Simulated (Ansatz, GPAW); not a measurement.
# Ballistic transport through a Pt chain with a Sn atom on top of one atom, from relaxation to T(E), part 2 of 2

How well does a Pt chain with a Sn atom on top of one atom conduct once its atoms have relaxed, and how much do cheaper levels lose?

GPAW 26.7.0 and Ansatz 0.2.0; Ansatz plane waves; relaxation of the junction with the lead ends held (the session's first sound run).

So far. Step 2 (Relaxation): The relaxation lowered the energy of the cell by 1.30 eV.

**3. Plane-wave reference (PBE) (continued)**

Valence density in the ca plane at fractional y = 0.493, with atoms of Pt within 0.2 Å of it. It is the smooth field of the valence electrons, not physical close to the nuclei.

Ten steps, logarithmic in the rise over the least value, from '0' (0 e/Å³) to '9' (11 e/Å³), each cell a mean:
```
00000000000000000000000000000000000000000000
00000000000000000000000000000000000000000000
00000000000000000000000000000000000000000000
00000000000000000000000000000000000000000000
00000000000000000000000000000000000000000000
00000000000000000000000111110000000000000000
00000000000000000000001233321000000000000000
00001110000000000011112345431111000000000000
21112322100000001122222356532222211001111111
53235664211222112455432345432244432122322223
75357986433454323688743334332468863234554336
86468997545787534799853334333589985346875447
85468997447998644799853355543589985357886447
64346775347998633677643467753478874346875335
32223443235787532344333578753345542234553222
11111111123454211122212467642222221112222111
00000000001221100000011244421111100000110000
00000000000000000000000122210000000000000000
00000000000000000000000000000000000000000000
00000000000000000000000000000000000000000000
00000000000000000000000000000000000000000000
00000000000000000000000000000000000000000000
00000000000000000000000000000000000000000000
00000000000000000000000000000000000000000000
```
Columns run along c (16.0 Å, from fractional 0.27 to 0.67 of the cell), rows up along a (9.0 Å). Atoms in or near the plane, at fractional coordinates: Pt at (0.32, 0.50), Pt at (0.38, 0.45), Pt at (0.44, 0.49), Pt at (0.56, 0.48).

T at the Fermi level is 2.12 of 4 open channels a spin, without spin-orbit coupling, which is large for these atoms.

**4. Double-zeta polarised basis**

The script solves lead and junction separately, takes H and S in the orbital basis, and joins semi-infinite leads through their self-energies; the dzp basis is the working standard.

This step: GPAW LCAO, PAW setups; Landauer transmission from Green's functions with principal layers (ASE), zero bias (GPAW 26.7.0).

The input, run.py:

```python
import json
import numpy as np
from ase import Atoms
from ase.transport.calculators import TransportCalculator
from gpaw import GPAW, FermiDirac
from gpaw.lcao.tools import get_lcao_hamiltonian
from scipy.linalg import eigh

# The junction with lead layers at both ends, along the third cell vector
device = Atoms(
    ['Pt', 'Pt', 'Pt', 'Pt', 'Pt', 'Pt', 'Pt', 'Pt', 'Pt', 'Sn', 'Pt', 'Pt', 'Pt', 'Pt', 'Pt', 'Pt', 'Pt', 'Pt'],
    positions=[
        [4.50000, 4.50000, 1.20000],
        [4.50000, 4.50000, 3.60000],
        [4.50000, 4.50000, 6.00000],
        [4.50000, 4.50000, 8.40000],
        [4.50000, 4.50000, 10.80000],
        [4.50000, 4.50000, 13.20000],
        [4.02582, 4.27477, 15.60512],
        [4.45362, 4.63470, 18.06002],
        [3.52025, 5.02126, 20.40139],
        [5.71478, 3.74791, 20.35057],
        [4.35812, 4.44089, 22.72572],
        [4.23160, 4.94088, 25.19174],
        [4.50000, 4.50000, 27.60000],
        [4.50000, 4.50000, 30.00000],
        [4.50000, 4.50000, 32.40000],
        [4.50000, 4.50000, 34.80000],
        [4.50000, 4.50000, 37.20000],
        [4.50000, 4.50000, 39.60000]],
    cell=[[9.0, 0.0, 0.0], [0.0, 9.0, 0.0], [0.0, 0.0, 40.8]],
    pbc=True)

# One principal layer of the lead: the first 5 atoms of the device
lead = Atoms(
    ['Pt', 'Pt', 'Pt', 'Pt', 'Pt'],
    positions=[
        [4.50000, 4.50000, 1.20000],
        [4.50000, 4.50000, 3.60000],
        [4.50000, 4.50000, 6.00000],
        [4.50000, 4.50000, 8.40000],
        [4.50000, 4.50000, 10.80000]],
    cell=[[9.0, 0.0, 0.0], [0.0, 9.0, 0.0], [0.0, 0.0, 12.0]],
    pbc=True)

settings = dict(mode='lcao', basis='dzp', xc='PBE', h=0.2,
                occupations=FermiDirac(0.1), maxiter=250,
                mixer=dict(beta=0.1, nmaxold=8, weight=100.0),
                convergence=dict(density=0.0001))
energies = np.arange(-2, 2 + 1e-9, 0.025)
eta = 0.0001
n1, n2 = 1, 1
# k and -k transmit alike, so half of the mesh across the current serves
mesh = [(i, j) for i in range(n1) for j in range(n2) if (i, j) <= (-i % n1, -j % n2)]
weights = np.array([1 if (i, j) == (-i % n1, -j % n2) else 2 for i, j in mesh]) / (n1 * n2)

# [... helper functions left out ...]
fermi_lead = ground_state(lead, (1, 1, 10), 'lead.txt')
fermi_device = ground_state(device, (1, 1, 2), 'device.txt')
# [... loop over the mesh left out, but for ...]
        # Shift the lead onto the potential of the device's first layer
        shift = ((H[:, 0, 0] - H0[:, 0, 0]) / S0[0, 0]).real.mean()
# [...]
kT = 8.617333e-5 * 300
bias = [0.1, 0.2, 0.5, 1.0, 1.5, 2.0]
# [... integrals and printing left out ...]
```

The run is started by

```bash
> OMP_NUM_THREADS=1 OPENBLAS_NUM_THREADS=1 python run.py
```

The job ended after 5.9 min (1 thread of Arm Neoverse V1, shared host; peak memory 1.6 GiB).

This step gave:

| Quantity | Value |
| --- | --- |
| conductance | 2.097 G₀ |
| thermopower | 7.715 μV/K |
| largest coupling past the next principal layer | 8.09e-6 eV |
| largest misfit of the first principal layer | 0.1500 eV |
| shift that aligns the lead | -0.001548 eV |
| basis functions of the junction | 482 |
| basis functions of a principal layer | 135 |
| transmission at the Fermi level (one spin) | 2.121 |

One spin. The transmission, zone mean by energy, zero at the Fermi level:

energy (eV), transmission, zone mean and a bar:
```
   -2.000       0.89 ######
   -1.900       0.92 ######
   -1.800       0.94 ######
   -1.700       0.96 ######
   -1.600       1.01 #######
   -1.500       1.50 ###########
   -1.400       1.36 ##########
   -1.300       1.37 ##########
   -1.200       1.51 ###########
   -1.100       1.73 #############
   -1.000       2.31 ##################
   -0.900       2.81 #######################
   -0.800       3.46 ############################
   -0.725       3.66 ##############################
   -0.700       3.66 ##############################
   -0.600       3.46 ############################
   -0.500       3.21 ##########################
   -0.400       2.91 #######################
   -0.300       2.44 ###################
   -0.200       1.99 ###############
   -0.100       2.23 ##################
   -0.075       2.24 ##################
    0.000       2.12 #################
    0.100       1.80 ##############
    0.200       1.49 ###########
    0.300       1.25 #########
    0.400       1.10 ########
    0.500       1.01 #######
    0.600       0.94 ######
    0.700       0.88 ######
    0.800       1.00 #######
    0.900       0.96 ######
    1.000       0.83 #####
    1.100       0.63 ####
    1.200       0.32 #
    1.300       0.25 
    1.375       0.94 ######
    1.400       0.88 ######
    1.500       0.67 ####
    1.600       0.53 ###
    1.700       0.43 ##
    1.800       0.35 #
    1.900       0.28 #
    2.000       0.21
```

Not self-consistent under bias; the bias window is split evenly. The current through one cell, from the zero-bias transmission by bias:

```
bias (V)  current through one cell, from the zero-bias transmission (μA)
   0.100                                                            16.2
   0.200                                                            31.9
   0.500                                                            74.4
   1.000                                                             150
   1.500                                                             235
   2.000                                                             311
```

Transmission of the three most open eigenchannels against energy, zero at the Fermi level:

```
energy (eV)  channel 1  channel 2  channel 3
     -2.000      0.870     0.0141    0.00275
     -1.800      0.927     0.0140     6.2e-4
     -1.600      0.944     0.0608    0.00245
     -1.400      0.977      0.338     0.0419
     -1.200      0.952      0.257      0.194
     -1.000      0.847      0.610      0.551
     -0.800      0.936      0.847      0.824
     -0.600      0.993      0.969      0.938
     -0.400      0.992      0.963      0.831
     -0.200      0.955      0.568      0.406
      0.000      0.997      0.925      0.176
      0.200      0.991      0.420     0.0708
      0.400      0.968      0.129    0.00494
      0.600      0.899     0.0349    0.00256
      0.800      0.997     4.3e-7    4.2e-11
      1.000      0.829     4.4e-7          0
      1.200      0.318     4.5e-7          0
      1.400      0.882     4.5e-7          0
      1.600      0.526     4.6e-7          0
      1.800      0.345     4.6e-7          0
      2.000      0.215     4.6e-7          0
```

At the Fermi level T is 2.12 against 2.12 in plane waves. Couplings past the next layer reach 8.1e-6 eV, small enough to drop; the matrix elements of the cell's first layer differ from the bulk lead's by up to 0.15 eV. That layer keeps its own values in the calculation, and only beyond it is the lead taken as perfect. The Fermi levels of lead and junction count from different zeros of potential, one for each periodic cell; with both set to zero, the small remaining shift is what aligns them. Without spin-orbit coupling, which is large for these atoms, channel counts and T are those of the scalar-relativistic bands. By hand: G = 2.097 × 77.48 μS = 162 μS, a resistance of 6.16 kΩ; at 0.1 V a linear junction would pass 16.2 μA, and the integral over the bias window gives 16.2 μA. Mott's formula, S = -(π²/3)(k_B²T/e) d ln T/dE, has the prefactor 7.33 μV/K·eV at 300 K; T = 2.179 at -0.025 eV and 2.050 at 0.025 eV give a slope of -1.22 per eV and S = 8.97 μV/K, beside 7.71 μV/K from the thermal integral, which interpolates the same grid.

**5. Single-zeta polarised basis**

One radial function a shell plus polarisation makes the matrices smaller; the question is what that costs.

Edit run.py of step 4 so:

```diff
@@ -45,3 +45,3 @@
 
-settings = dict(mode='lcao', basis='dzp', xc='PBE', h=0.2,
+settings = dict(mode='lcao', basis='szp(dzp)', xc='PBE', h=0.2,
                 occupations=FermiDirac(0.1), maxiter=250,
```

It took 3.1 min on 1 thread; peak memory 1.5 GiB.

Numbers from this step:

```
conductance                                    : 2.089 G₀
thermopower                                    : 8.462 μV/K
largest coupling past the next principal layer : 8.13e-6 eV
largest misfit of the first principal layer    : 0.1582 eV
shift that aligns the lead                     : -0.001102 eV
basis functions of the junction                : 269
basis functions of a principal layer           : 75
transmission at the Fermi level (one spin)     : 2.112
```

The conductance, 2.09 G₀, lies 0.4 % below that of the dzp run.

**6. GPAW, sz: basis = "sz(dzp)"**

One function for each valence shell of the setup, as for a first survey of a large system.

Edit run.py of step 5 so:

```diff
@@ -45,3 +45,3 @@
 
-settings = dict(mode='lcao', basis='szp(dzp)', xc='PBE', h=0.2,
+settings = dict(mode='lcao', basis='sz(dzp)', xc='PBE', h=0.2,
                 occupations=FermiDirac(0.1), maxiter=250,
```

The job ended after 2.5 min (1 thread; peak memory 1.4 GiB).

Numbers from this step:

* conductance: 2.081 G₀
* thermopower: 7.324 μV/K
* largest coupling past the next principal layer: 8.11e-6 eV
* largest misfit of the first principal layer: 0.06162 eV
* shift that aligns the lead: -0.001422 eV
* basis functions of the junction: 213
* basis functions of a principal layer: 60
* transmission at the Fermi level (one spin): 2.110

The conductance, 2.08 G₀, lies 0.8 % below that of the dzp run.

**7. LDA in the dzp basis: xc = "LDA"**

Back in the dzp basis, the functional changes from PBE to LDA, to set the spread between functionals beside that between bases.

Edit run.py of step 6 so:

```diff
@@ -45,3 +45,3 @@
 
-settings = dict(mode='lcao', basis='sz(dzp)', xc='PBE', h=0.2,
+settings = dict(mode='lcao', basis='dzp', xc='LDA', h=0.2,
                 occupations=FermiDirac(0.1), maxiter=250,
```

Run time: 5.5 min. Hardware: 1 thread; peak memory 1.6 GiB.

Numbers from this step:

```yaml
conductance: 2.100 G₀
thermopower: 7.008 μV/K
largest_coupling_past_the_next_principal_layer: 8.32e-6 eV
largest_misfit_of_the_first_principal_layer: 0.1495 eV
shift_that_aligns_the_lead: -0.002526 eV
basis_functions_of_the_junction: 482
basis_functions_of_a_principal_layer: 135
transmission_at_the_fermi_level_one_spin: 2.131
```

The conductance equals that of the dzp run to 0.2 %.

**8. The structure as built: geometry = "as built"**

The dzp basis with PBE on the structure as first built shows what the relaxation was worth.

Edit run.py of step 7 so:

```diff
@@ -18,8 +18,8 @@
         [4.50000, 4.50000, 13.20000],
-        [4.02582, 4.27477, 15.60512],
-        [4.45362, 4.63470, 18.06002],
-        [3.52025, 5.02126, 20.40139],
-        [5.71478, 3.74791, 20.35057],
-        [4.35812, 4.44089, 22.72572],
-        [4.23160, 4.94088, 25.19174],
+        [4.50000, 4.50000, 15.60000],
+        [4.50000, 4.50000, 18.00000],
+        [4.50000, 4.50000, 20.40000],
+        [6.94620, 4.50000, 20.40000],
+        [4.50000, 4.50000, 22.80000],
+        [4.50000, 4.50000, 25.20000],
         [4.50000, 4.50000, 27.60000],
@@ -45,3 +45,3 @@
 
-settings = dict(mode='lcao', basis='dzp', xc='LDA', h=0.2,
+settings = dict(mode='lcao', basis='dzp', xc='PBE', h=0.2,
                 occupations=FermiDirac(0.1), maxiter=250,
```

Run time: 4.4 min. Hardware: 1 thread; peak memory 1.6 GiB.

This step gave:

```
conductance                                    : 3.382 G₀
thermopower                                    : 2.563 μV/K
largest coupling past the next principal layer : 8.09e-6 eV
largest misfit of the first principal layer    : 0.03587 eV
shift that aligns the lead                     : -0.001212 eV
transmission at the Fermi level (one spin)     : 3.390
```

One spin. Transmission, zone mean against energy, zero at the Fermi level:

```
energy (eV)  transmission, zone mean
     -2.000                     2.75
     -1.800                     2.24
     -1.600                     2.57
     -1.400                     3.55
     -1.200                     3.84
     -1.000                     4.03
     -0.900                     4.13
     -0.800                     4.03
     -0.600                     3.83
     -0.400                     3.77
     -0.200                     3.52
      0.000                     3.39
      0.200                     3.02
      0.400                     2.72
      0.600                     2.50
      0.800                    0.738
      1.000                    0.582
      1.200                    0.307
      1.400                   0.0265
      1.600                   0.0720
      1.800                    0.209
      2.000                    0.350
```

The conductance, 3.38 G₀, lies 61 % above that of the dzp run.

**9. The ladder**

Times are wall times on the hardware named with each run. Results by setting:

```
no.      run  conductance (G₀)     time  memory (GiB)
  1   pw PBE             2.107  3.1 min           5.5
  2      dzp             2.097  5.9 min           1.6
  3      szp             2.089  3.1 min           1.5
  4       sz             2.081  2.5 min           1.4
  5  dzp LDA             2.100  5.5 min           1.6
  6  asbuilt             3.382  4.4 min           1.6
```

**10. Comparison**

The curves are compared point by point over the common energies.

This step: comparison of transmission and cost over codes, levels and geometry (GPAW 26.7.0).

Ladder, by row:

```
   step    code  T at the Fermi level (sum over the listed spins)  conductance (G0)  r.m.s. T(E) from the first  wall time (s)  peak memory (GiB)  threads
 pw-pbe  Ansatz                                             2.119             2.107                           0          187.2              5.511        4
    dzp    GPAW                                             2.121             2.097                      0.2745          351.5               1.57        1
    szp    GPAW                                             2.112             2.089                      0.3204          183.5                1.5        1
     sz    GPAW                                              2.11             2.081                      0.3617          147.8               1.44        1
dzp-LDA    GPAW                                             2.131               2.1                      0.3037          332.4               1.57        1
asbuilt    GPAW                                              3.39             3.382                        1.24          263.5               1.58        1
```

Transmission, zone mean, sum over the listed spins against energy, zero at the Fermi level:

```
energy (eV)  pw-pbe    dzp    szp      sz  dzp-LDA  asbuilt
     -2.000   0.914  0.887  0.869   0.868    0.901     2.75
     -1.800   0.963  0.942  0.924   0.922    0.954     2.24
     -1.600    1.15   1.01  0.952   0.971     1.09     2.57
     -1.400    1.47   1.36   1.36    1.28     1.37     3.55
     -1.200    1.70   1.51   1.68    1.54     1.54     3.84
     -1.000    2.92   2.31   2.19    2.17     2.36     4.03
     -0.825    3.84   3.33   3.17    3.07     3.23     4.07
     -0.800    3.82   3.46   3.34    3.25     3.38     4.03
     -0.725    3.62   3.66   3.65    3.63     3.63     3.91
     -0.700    3.54   3.66   3.66    3.67     3.64     3.88
     -0.600    3.29   3.46   3.46    3.51     3.50     3.83
     -0.400    2.09   2.91   2.89    2.96     3.01     3.77
     -0.200    2.32   1.99   2.02    1.88     1.88     3.52
      0.000    2.12   2.12   2.11    2.11     2.13     3.39
      0.200    1.51   1.49   1.45    1.46     1.49     3.02
      0.400    1.13   1.10   1.07    1.08     1.10     2.72
      0.600   0.961  0.937  0.904   0.900    0.941     2.50
      0.800   0.911  0.997  0.998   0.996    0.998    0.738
      1.000   0.933  0.829  0.832   0.796    0.787    0.582
      1.200   0.522  0.318  0.341  0.0961    0.242    0.307
      1.300  0.0281  0.255  0.336   0.944    0.461    0.145
      1.350   0.458  0.935  0.949   0.862    0.948   0.0762
      1.375   0.846  0.937  0.921   0.798    0.917   0.0485
      1.400   0.949  0.882  0.859   0.741    0.856   0.0265
      1.600   0.595  0.526  0.516   0.450    0.515   0.0720
      1.800   0.382  0.345  0.336   0.289    0.343    0.209
      2.000   0.235  0.215  0.205   0.177    0.217    0.350
```

**11. A varied run**

One more run, with changed settings.

This step: GPAW LCAO, PAW setups; Landauer transmission from Green's functions with principal layers (ASE), zero bias (GPAW 26.7.0).

Edit run.py of step 8 so:

```diff
@@ -18,8 +18,8 @@
         [4.50000, 4.50000, 13.20000],
-        [4.50000, 4.50000, 15.60000],
-        [4.50000, 4.50000, 18.00000],
-        [4.50000, 4.50000, 20.40000],
-        [6.94620, 4.50000, 20.40000],
-        [4.50000, 4.50000, 22.80000],
-        [4.50000, 4.50000, 25.20000],
+        [4.02582, 4.27477, 15.60512],
+        [4.45362, 4.63470, 18.06002],
+        [3.52025, 5.02126, 20.40139],
+        [5.71478, 3.74791, 20.35057],
+        [4.35812, 4.44089, 22.72572],
+        [4.23160, 4.94088, 25.19174],
         [4.50000, 4.50000, 27.60000],
@@ -46,4 +46,4 @@
 settings = dict(mode='lcao', basis='dzp', xc='PBE', h=0.2,
-                occupations=FermiDirac(0.1), maxiter=250,
-                mixer=dict(beta=0.1, nmaxold=8, weight=100.0),
+                occupations=FermiDirac(0.1), maxiter=60,
+                mixer=dict(beta=1.0, nmaxold=1, weight=1.0),
                 convergence=dict(density=0.0001))
```

Wall time 2.1 min (1 thread); peak memory 0.43 GiB.

The run stopped without converging, so none of its numbers is a property of the system.

The fault put into the input: mixing far too strong, under a cap of 60 iterations, which ended the run (beta = 1.0, nmaxold = 1 and weight = 1.0).

**12. Outcome**

| Property | Result |
| --- | --- |
| conductance | 2.10 G₀ |
| transmission at the Fermi level, mean of the spins | 2.12 |
| thermopower | 7.71 μV/K |

**Reading.** In the dzp basis the junction conducts 2.10 G₀ at 300 K, with T = 2.12 a spin at the Fermi level; the sz basis reaches that conductance within 10 %. Relaxation moved atoms by up to 1.4 Å and took the conductance from 3.38 to 2.10 G₀, as a ratio a larger change than the step from dzp to the minimal basis. Plane waves (PBE) give T = 2.12 there. At the Fermi level the three most open eigenchannels pass 1.00, 0.93 and 0.18. The positive thermopower says that the thermally weighted transmission is larger below the Fermi level, as for hole-like transport. Measured against the first run (pw-pbe), the nearest curve is that of dzp (r.m.s. 0.27) and the farthest that of asbuilt (1.2). Over the compared runs wall time goes from 148 s (sz) to 351 s (dzp), on a shared host; the plane-wave run used 4 threads and the orbital runs 1. The leads kept an estimated spacing and the cell its length, so the junction may be under some tension or compression. The run had no spin polarisation, so a magnetic state, which chains and small molecules with open shells often have, wasn't tested. Spin-orbit coupling is left out, which matters for the heavy atoms here. An evenly spaced straight chain is an idealisation: free chains tend to dimerise, zigzag or, where a band edge lies near the Fermi level, turn magnetic. The currents use the zero-bias T(E) throughout, which holds only while the bias is small against the distance to the nearest feature.

[Logs are printed without paths, hosts, clocks, repeated set-up lines and the standing remarks that a program may print on its own settings, such as how far it seeks lower states.]

[Hosts, paths, dates, database ids (printed as entryN), source tags and the programs' standing remarks are cut or masked in the printed files.]
